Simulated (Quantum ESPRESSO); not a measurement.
Sc under changes of volume

One of the cells (25.002 Å³/atom); the others are scaled copies at fixed shape and fractional positions:

```
Sc
1.0
     3.30900    0.00000    0.00000
    -1.65450    2.86568    0.00000
     0.00000    0.00000    5.27330
Sc
2
Cartesian
  1.6545 0.9552 3.9550
  0.0000 1.9105 1.3183
```

* Program: Quantum ESPRESSO 7.5
* Functional: PBE
* Potentials or basis: SSSP 1.3 efficiency PBE
* Cutoff: 816 eV
* Density cutoff: 3265 eV
* k mesh: 9 × 9 × 5
* Occupations: fermi-dirac, width 0.05 eV
* Spin: no spin polarisation

```tsv
volume (Å³/atom)	energy over the lowest point (meV/atom)	pressure (GPa)
23.502	10.38	3.0
24.002	3.25	1.7
24.502	0.00	0.5
25.002	0.33	-0.6
25.502	?	?
26.002	10.53	-2.5
26.502	19.87	-3.4
```

Task: What does the run at 25.502 Å³/atom give?

Result: Energy over the lowest point 3.93 meV/atom; pressure -1.6 GPa.

Worked out: A Birch-Murnaghan fit of order 3 (a polynomial in V^(-2/3)) to the other rows has its minimum at 24.70 Å³/atom with B0 = V·E''(V) = 55 GPa and B' = 3.3 at fixed shape and positions, which overstates the stiffness. It gives 3.93 meV/atom at 25.502 Å³/atom, against the run's 3.93, and -dE/dV = -1.6 GPa, against -1.6.

Energies are extrapolated to zero smearing.
